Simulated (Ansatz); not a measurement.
LiCl: what symmetry allows forces and stress to be

```
Li Cl
1.0
     3.80431    0.00000    0.00000
    -1.90215    3.33973   -0.00741
     0.00000   -0.01386    6.26816
Li Cl
2 2
Direct
  0.66733 0.33465 0.87664
  0.33585 0.67170 0.37900
  0.66965 0.33930 0.49962
  0.32717 0.65435 0.99473
```

These are results of DFT PBE, scalar-relativistic, plane waves, PAW (Ansatz 0.2.0), not measurements.

Cutoff 420 eV; k points 9×9×4 on the computed 4-atom cell (Γ-centred); Gaussian smearing, width 0.02 eV; no spin polarisation.

This distorted cell has space group Cm, with 2 operations.

Without a calculation: in which directions can each atom feel a force?

A force must be left unchanged by every operation that keeps its atom in place, so it lies in the space that those operations leave fixed. Atoms that the group maps onto each other feel forces of one size.
```csv
atom,site symmetry,operations at the site,equivalent to atom,allowed force (Cartesian)
Li1,m,2,1,"in the plane normal to (1.00, 0.00, 0.00)"
Li2,m,2,2,"in the plane normal to (1.00, 0.00, 0.00)"
Cl3,m,2,3,"in the plane normal to (1.00, 0.00, 0.00)"
Cl4,m,2,4,"in the plane normal to (1.00, 0.00, 0.00)"
```

That leaves 8 independent force components of 12, tied by 2 conditions that the forces sum to zero, so 6 remain. A relaxation in this cell that keeps the symmetry moves the atoms in these directions alone.

And the stress tensor?

It must be invariant under the point group, which leaves 4 independent components: xz, xy vanish.

Do the computed values obey this?

Yes. Forces (eV/Å):
```
Li1  0.000 -0.139 -0.038
Li2  0.000  0.024 -0.088
Cl3  0.000 -0.050 -0.018
Cl4  0.000  0.165  0.143
```

Stress (GPa, compression positive, xx yy zz yz xz xy): 2.39 1.31 0.82 0.18 0.00 0.00. The program imposes the same operations on density, forces and stress, so this confirms the analysis and is no independent test of the calculation.

This wurtzite form isn't the usual stable structure of the compound.